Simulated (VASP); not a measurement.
A run of VASP 6.6.1 is set up as follows.

Contents of INCAR:

```
SYSTEM = H20CO9
PREC = Accurate
ENCUT = 520
EDIFF = 1E-7
ISMEAR = -1
SIGMA = 0.05
LREAL = Auto
LASPH = .True.
NELM = 80
ALGO = Normal
ISIF = 2
LWAVE = .False.
LCHARG = .False.
GGA = PE
IVDW = 12
NBANDS = 60
```

The input KPOINTS:

```
regular mesh
0
Gamma
  1 1 1
  0 0 0
```

The input POSCAR:

```
H20CO9
1.0
    7.3625330000      0.0000000000      0.0000000000
    0.0000000000      7.3625330000      0.0000000000
    0.0000000000      0.0000000000      7.3625330000
O H C
9 20 1
Direct
    0.1883183410      0.2393469747      0.2917745836
    0.8819247398      0.4244598972      0.9278328532
    0.7910592727      0.6360582696      0.5966968162
    0.4086093740      0.8666446724      0.7883020694
    1.0189292191     -0.0466551389      0.8580199233
    0.6298104199      0.4811251780      0.2127392842
    0.2441551026      0.5043237158      0.8793848530
    0.8095311763      0.9231877127      0.2038428894
    0.2399038483      0.9022709983      0.4501575748
    0.2626405885      0.3152719315      0.3698047941
    0.1391640622      0.2871158608      0.1718701974
    1.0064742664      0.4744155306      0.9151741663
    0.8320098531      0.4326092664      0.8067196439
    0.8608314557      0.7418235001      0.6216338861
    0.7515348318      0.6476303739      0.4767788477
    0.5227684548      0.7894701457      0.7832630428
    0.3691935914      0.9019450235      0.6632635806
    1.1429354544     -0.0705192085      0.8838670061
    1.0073842793      0.0720132596      0.9121317351
    0.7005061981      0.3971187633      0.2824843026
    0.7183261522      0.5225511383      0.1231505516
    0.2795505297      0.6146797576      0.8208995464
    0.3169425522      0.4890300661      0.9906509078
    0.6971921212      0.9847697796      0.1688141839
    0.8899382862      0.9095103547      0.0958909115
    0.4832983431      0.7620475182      0.3561410183
    0.2216356789      1.0138222810      0.3865653302
    0.2752992754      0.6478069436      0.3246165416
    0.3557335499      0.8578026068      0.1864439861
    0.3366096967      0.7849608280      0.3243448960
```

Potentials or basis: VASP PAW PBE potentials, release 64 (O, H, C).

Command:

```sh
$ cat potpaw_PBE.64/O/POTCAR potpaw_PBE.64/H/POTCAR potpaw_PBE.64/C/POTCAR > POTCAR
$ mpirun -np 1 vasp_gam > vasp.out
```

(1) Estimate the largest force.

(2) Predict the band gap on the k mesh.

## Answers

(1) 2.413 eV/Å.

(2) 4.08 eV, direct.
